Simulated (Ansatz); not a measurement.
# Convergence of TiAl2 with the k-point mesh

Method: DFT r2SCAN, scalar-relativistic, plane waves, PAW in Ansatz 0.2.0.

```
CELL_PARAMETERS angstrom
1.98679 -5.96919 0.00214
2.04112 5.98698 0.05508
0.05826 0.01765 4.12387
ATOMIC_POSITIONS crystal
Ti 0.65308 0.35730 0.00264
Ti 0.35016 0.64652 0.00700
Al 0.00922 0.00993 0.01864
Al 0.82028 0.17159 0.50796
Al 0.15786 0.82804 0.50600
Al 0.49333 0.49240 0.48658
```

```
plane-wave cutoff : 500 eV
occupation rule   : Gaussian smearing, 0.1 eV
spin treatment    : unpolarised
```

The atoms are held and the k-point mesh is swept. Energies are extrapolated to zero smearing and count from the reference run, 8×8×8. The cell was strained and its atoms displaced at random, so that forces don't vanish. The meshes are Γ-centred. Pressure is positive in compression.

Times are rough; the reference took 120 s on 1 thread of Arm Neoverse V1, on a shared host, peak memory 1 GiB.

Q: Tried: 1×1×1, 2×2×2, 4×4×2, 4×4×4, 6×6×6, 8×8×8. From which k-point mesh on does the energy per atom stay within 100, 10 and 1 meV of the reference?

A: 2×2×2 for 100 meV, 4×4×4 for 10 meV, none but the reference for 1 meV. The reference itself isn't shown to be converged. At 4×4×4, where the energy is within 10 meV, force components still miss by up to 0.081 eV/Å, where the largest force is 1.380 eV/Å.

| mesh | ΔE (meV/atom) | P (GPa) | largest change of a force component (eV/Å) | irreducible points | wall time (s) |
| --- | --- | --- | --- | --- | --- |
| 1×1×1 | 868 | -3.52 | 3.051 | 1 | 11 |
| 2×2×2 | 66.1 | -4.09 | 0.460 | 8 | 12 |
| 4×4×2 | 27.7 | -4.23 | 0.121 | 20 | 17 |
| 4×4×4 | 3.18 | -4.15 | 0.081 | 36 | 24 |
| 6×6×6 | 1.57 | -4.18 | 0.034 | 112 | 54 |
| 8×8×8 | 0.00 | -4.20 | 0.000 | 260 | 120 |

7 further runs of this set didn't finish or converge.